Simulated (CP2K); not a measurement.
Slab: WS2, a slab with vacuum.

```
CELL_PARAMETERS angstrom
3.18321 0.00000 0.00000
-1.59160 2.75674 0.00000
0.00000 0.00000 23.66876
ATOMIC_POSITIONS crystal
W 0.66667 0.33333 0.36268
W 0.33333 0.66667 0.63732
S 0.66667 0.33333 0.70318
S 0.33333 0.66667 0.42856
S 0.66667 0.33333 0.57144
S 0.33333 0.66667 0.29682
```

```yaml
Program: CP2K 2026.2
Task: single point
Functional: PBE
Potentials_or_basis: POTENTIAL_UZH W GTH-PBE-q14, S GTH-PBE-q6; TZVP-MOLOPT-PBE-GTH basis
Density_cutoff: 6123 eV
k_mesh: 10 × 10 × 2
Occupations: fermi-dirac, width 0.05 eV
Spin: no spin polarisation
```

On this cell: largest force 0.224 eV/Å; band gap on the k mesh 1.67 eV, indirect (least direct gap 2.14 eV).

The same run follows on a disturbed copy (atoms moved at random, drawn with an rms of 0.05 Å):

```
W S
1.0
     3.18321    0.00000    0.00000
    -1.59160    2.75674    0.00000
     0.00000    0.00000   23.66876
W S
2 4
Cartesian
  1.5520 0.9560 8.5739
  0.0002 1.8623 15.0674
  1.6521 0.9118 16.6594
  -0.0207 1.8376 10.1056
  1.5995 0.9163 13.5074
  -0.0059 1.8265 7.0380
```

Problem. What does the disturbed cell give?

Solution. The energy moves by +13.8 meV/atom; largest force 1.146 eV/Å; band gap on the k mesh 1.52 eV, indirect (least direct gap 2.00 eV).

Forces in eV/Å, atoms in the order of the input:
```
W    0.612 -0.966 -0.061
W    0.671 -0.592  0.479
S   -0.565  0.295 -0.312
S   -0.218  0.426  0.789
S   -0.108  0.298 -0.126
S   -0.392  0.540 -0.768
```

Stress tensor (GPa, compression positive):
```
 0.78 -0.01 -0.36
-0.01  0.52 -0.13
-0.36 -0.13  1.81
```

Caveats: spin-orbit coupling is left out, which moves the levels of the heavy elements; the basis of atomic orbitals isn't converged, which shifts pressures, moduli and gaps.

A k mesh can miss the band edges.
